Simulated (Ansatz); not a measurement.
**CoSn: strain energy, fitted**

CoSn, P6/mmm, a = 5.220 Å, c = 4.168 Å. The structure is a Materials Project entry; whether it is the stable form wasn't checked. Ansatz: PBEsol, PAW, 420 eV, Γ-centred 12×12×8 mesh on 6 atoms, Gaussian smearing 0.10 eV; no spin polarisation. Series: strain along c alone, the other axes held, atoms fixed by symmetry; x is the strain in per cent. y is the free energy over the unstrained cell, V0 = 16.393 Å³/atom.

```
x (%) y (meV/atom)
 -6.0         61.98
 -4.0         26.19
 -2.0             ?
  0.0          0.00
  2.0          5.67
  4.0         21.39
  6.0         45.55
```

Fit y = c2 x² + c3 x³ to the other rows, turn c2 into a modulus, and predict the missing energy.

Least squares on the rows shown. y = 1.4924 x² − 0.037989 x³. In eV per unit strain² c2 is 14.92; this is C33 with relaxed ions (E = ½ C33 V0 ε²): 2 × 14.92 × 160.2 / (16.393) = 292 GPa. At x = -2.0 the fit asked for gives 6.27 meV/atom. The run gave 6.20 meV/atom, so the fit is 0.07 meV/atom too high, within twice the rms miss on the fitted rows (0.06 meV/atom).

Spin polarisation was left out, and a magnetic state may lie lower.